Q: Cobalt disilicide has three atoms in its smallest repeating cell. Why does the calculation give nine vibrations, but only three different frequencies?

Phonon frequencies of CoSi2 at Γ (phonon q row 1), calculated with GPAW 26.7.0 using the BEEF-vdW functional, PAW data sets and a 600 eV plane-wave cutoff. The three-atom cell was sampled on a 9×9×9 k mesh with Fermi-Dirac smearing of 0.2 eV, and its atoms were relaxed at fixed cell before being displaced.

| row | phonon q row (row) | phonon frequency (cm⁻¹) |
| --- | --- | --- |
| 1 | 1 | 0.0 |
| 2 | 1 | 0.0 |
| 3 | 1 | 0.0 |
| 4 | 1 | 333.0 |
| 5 | 1 | 333.0 |
| 6 | 1 | 333.0 |
| 7 | 1 | 342.0 |
| 8 | 1 | 342.0 |
| 9 | 1 | 342.0 |

A: Each atom can move in three directions, so three atoms have nine independent patterns of motion. The crystal is cubic, which makes the three directions equivalent. A pattern along one axis therefore has two partners of equal frequency along the other axes. The nine rows are really three patterns, each counted three times.

All nine belong to one wave vector, the point Γ, at which every cell of the crystal moves in the same way. The calculation displaces atoms slightly, reads the forces from density-functional theory, and combines them with the atomic masses. A frequency thus reports two things at once: how stiffly the atoms are held and how heavy they are.

Q: Three of the frequencies are zero. Is the crystal close to falling apart?

A: The zeros are no sign of that. In those three patterns all atoms move together by the same amount, so the crystal is merely shifted as a whole. No bond changes its length and no force pulls the atoms back. Every crystal has these three zeros at Γ, whether it is stable or not.

The evidence on stability comes from the other six modes, which are real and lie well above zero. It covers shifts of the atoms that repeat identically in every cell, with the shape of the cell held fixed. A distortion that alternates from one cell to the next belongs to another wave vector and would need its own calculation.

Q: What do the atoms do in the two groups near 340 cm⁻¹?

A: Each cobalt atom sits at the centre of a cube of eight silicon atoms, and each silicon atom has four cobalt neighbours. The silicon atoms form two interlocking sets, one of each per cell. In one triplet the two silicon sets move against each other while cobalt stays at rest. In the other, both silicon sets move together and cobalt moves the opposite way.

Symmetry fixes these two shapes, but the frequencies alone do not say which shape belongs to 333 and which to 342 cm⁻¹. The question matters for a comparison with Raman scattering, because in first order only the silicon-only triplet is Raman active. I shall therefore carry both assignments along.

Q: In many compounds the motion of metal against non-metal splits into a longitudinal and a transverse frequency. Here it stays threefold. Does that prove that the electrons of the metal screen the electric field?

A: Screening is the right physics for this metal, but the table is no test of it. The splitting arises when a long wave piles up charge and creates an electric field across many cells. Mobile electrons cancel that field. In this calculation the displacement is the same in every cell, so no such field builds up in the first place. An insulator treated in this way would also show an unbroken triplet, and the splitting would have to be added as a separate term.

Q: Which of the two shapes ought to be faster?

A: Begin with a limiting case in which only cobalt and silicon hold each other. When silicon moves and cobalt rests, each Co–Si contact is strained by the silicon displacement alone. When cobalt moves the other way, the same silicon displacement strains the contact almost twice as much, because cobalt has to move nearly as far to keep the centre of mass at rest. The restoring force on silicon almost doubles, and the frequency rises by the square root of that.

In this limit, cobalt against silicon would be about 1.4 times as fast as the silicon-only motion. If the silicon-only triplet were the one at 333 cm⁻¹, its partner would lie near 465 cm⁻¹, more than 120 cm⁻¹ above anything in the table. The opposite assignment fails by even more. Something must stiffen the silicon-only motion in particular.

Q: What could do that?

A: A restoring force between the two silicon sets. It acts when they move against each other and is idle when they move together, so it raises one triplet and leaves the other alone. Let $K$ be the total stiffness between one silicon set and the cobalt set, $L$ that between the two silicon sets, $m$ the mass of silicon and $M$ that of cobalt. With $\omega$ for the angular frequency, the force on a silicon atom gives

$$m\,\omega_{\text{Si only}}^2 = K + 2L, \qquad m\,\omega_{\text{Co against Si}}^2 = K\left(1+\frac{2m}{M}\right).$$

The 2 in front of $L$ appears because the two silicon sets move apart by twice the displacement of either. The term $2m/M$ is the distance that cobalt moves, relative to silicon.

Now put in the numbers, taking the silicon-only triplet as the lower one. With masses of 28 and 59, the bracket is $1+56/59=1.949$. The squared ratio of the frequencies is $(342/333)^2=1.055$. Dividing the second equation by the first gives $1+2L/K=1.949/1.055\approx1.85$, and hence $L/K\approx0.42$.

The other assignment gives about 0.53. Either way, the coupling between the silicon sets is roughly half as strong as that between silicon and cobalt. Two stiffnesses were solved from two frequencies, so the agreement is exact by construction and does not test the model. The informative result is the failure of the simpler version with $L=0$.

The equations also show why the triplets nearly meet: they coincide when $L/K$ equals the mass ratio $m/M$, which is 0.47. I see no deeper reason for this than a chance match between a ratio of forces and a ratio of masses. Nor does $L$ have to be a direct Si–Si bond. It is a net coupling, and part of it may be passed on by the electrons around cobalt.

Q: What would happen if one of the elements were heavier?

A: Keep the forces fixed and change only the masses. If cobalt were twice as heavy, the silicon-only triplet would not move at all, because cobalt is at rest in it. The other triplet would fall by about 13 %, to a value of roughly 290 to 300 cm⁻¹. This also offers a way to settle the assignment: repeat the last step of the calculation with a different cobalt mass and see which triplet stays put. The forces need not be computed again.

Doubling the silicon mass would lower both triplets, but unequally. The silicon-only motion would drop by 29 % and the mixed one by only 14 %, since cobalt carries part of that motion. The rule for a neighbouring compound of this structure follows: a heavier metal atom pulls down only the mixed triplet, while a heavier non-metal pulls down the silicon-only type more strongly. A real change of element also changes the forces, so the rule gives the effect of mass and not the final frequency.

Q: Which digits can I trust?

A: The threefold degeneracies are safe, because symmetry demands them. The gap of 9 cm⁻¹ is much less so. It is under 3 % of the frequency, and a relative change of about 5 % between the two effective stiffnesses would close it. For a metal, the forces depend on how finely the electronic states are sampled and smeared, and the response here is not converged in that respect. The change of cobalt mass described above would tell which triplet is which in this run. I would not rely on that order until the same test, with a denser mesh and a smaller smearing, had confirmed it.

The common position of the triplets has a further uncertainty. The atoms were relaxed, but the size of the cell was kept as supplied, so the crystal may be slightly strained for this functional. With a typical sensitivity of frequency to volume (a Grüneisen parameter of 2, which is my assumption), a lattice constant 1 % longer would lower both triplets by roughly 20 cm⁻¹. If both respond alike, as assumed here, the gap between them would hardly change.

The coupling between the silicon sets stands on firmer ground. To do without it, the two triplets would have to lie about 100 cm⁻¹ further apart than they do. I would not expect a denser mesh or a slight strain to change their separation that much. The printed output below gives the estimates for both assignments. For practical use I would quote two optical triplets near 340 cm⁻¹, close together and in an order still to be settled.

The analysis program printed:

```
gap between the optical triplets (cm-1): 9
gap as percentage of the lower triplet (%): 2.703
difference of the squared frequencies (% of the lower): 5.478
Co amplitude over Si amplitude in the Co-against-Si mode: 0.9492
predicted ratio Co-against-Si over Si-only without Si-Si coupling: 1.396
Co-against-Si mode predicted from a Si-only mode at the lower level (cm-1): 464.9
its excess over the upper level (cm-1): 122.9
Co-against-Si mode predicted from a Si-only mode at the upper level (cm-1): 477.5
its excess over the lower level (cm-1): 144.5
L/K if the Si-only triplet is the lower one: 0.424
L/K if the Si-only triplet is the upper one: 0.528
mass ratio Si/Co at which L/K would make the triplets coincide: 0.4746
fall of the Co-against-Si mode when the Co mass is doubled (%): 13.02
Co-against-Si mode with doubled Co mass if it was the upper triplet (cm-1): 297.5
Co-against-Si mode with doubled Co mass if it was the lower triplet (cm-1): 289.6
fall of the Si-only mode when the Si mass is doubled (%): 29.29
fall of the Co-against-Si mode when the Si mass is doubled (%): 13.77
rough downward shift for a lattice constant 1 % longer with assumed Grueneisen parameter 2 (cm-1): 20.25
```
